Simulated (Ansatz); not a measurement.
# NaI: the cost of one run

Program: Ansatz 0.2.0. Level of theory: DFT PBE, scalar-relativistic, plane waves, PAW. These are calculated values, not measurements.

### Step 1. Starting point

The structure is orthorhombic, space group Pmn2_1 (No. 31). The conventional cell has a = 4.641 Å, b = 6.651 Å, c = 4.387 Å, α = 90.00°, β = 90.00°, γ = 90.00°. Na (site symmetry m) has 3 I at 2.44 to 2.76 Å as nearest neighbours. Around I (site symmetry m) lie 3 Na at 2.44 to 2.76 Å.

Structure file:

```cif
data_structure
_symmetry_space_group_name_H-M 'P 1'
_symmetry_Int_Tables_number 1
_cell_length_a 4.6408
_cell_length_b 6.6509
_cell_length_c 4.3872
_cell_angle_alpha 90.000
_cell_angle_beta 90.000
_cell_angle_gamma 90.000
_cell_volume 135.41
loop_
_atom_site_label
_atom_site_type_symbol
_atom_site_fract_x
_atom_site_fract_y
_atom_site_fract_z
_atom_site_occupancy
Na1 Na 0.00000 0.87788 0.90266 1
Na2 Na 0.50000 0.12212 0.40266 1
I1 I 0.00000 0.22089 0.09734 1
I2 I 0.50000 0.77911 0.59734 1
```

The guess is a distorted database cell: NaI type (Fm-3m) distorted into a subgroup (Pmn2_1, No. 31).

### Step 2. The guess as it stands, on a coarse mesh

Input file input.yaml:

```yaml
crystal:
  lattice:
    - [4.6408022, 0.0, 0.0]
    - [0.0, 6.6509166, 0.0]
    - [0.0, 0.0, 4.38717143]
  atoms:
    - { symbol: Na, position: [0.0, 0.87787764, 0.90266495] }
    - { symbol: Na, position: [0.5, 0.12212236, 0.40266495] }
    - { symbol: I, position: [0.0, 0.22089334, 0.09733505] }
    - { symbol: I, position: [0.5, 0.77910666, 0.59733505] }
basis:
  ecutwfc: 420
kpoints:
  mp_grid: { grid: [4, 4, 4] }
hamiltonian:
  xc: pbe
scf:
  occupations: { method: gaussian, width: 0.1 }
  lower_state_search: "off"
output:
  forces: true
  stress: true
  eigenvalues: true
```

Started as:

```sh
ansatz run input.yaml --threads 1 --pin off --max-ram 2560MiB --backend cpu --events-out ev --progress --plain --runs-dir out
```

**Question.** How long does this run take on 1 thread of Arm Neoverse N1, shared host, and how much memory does it need?

About 17 s, with a peak of 0.35 GiB.
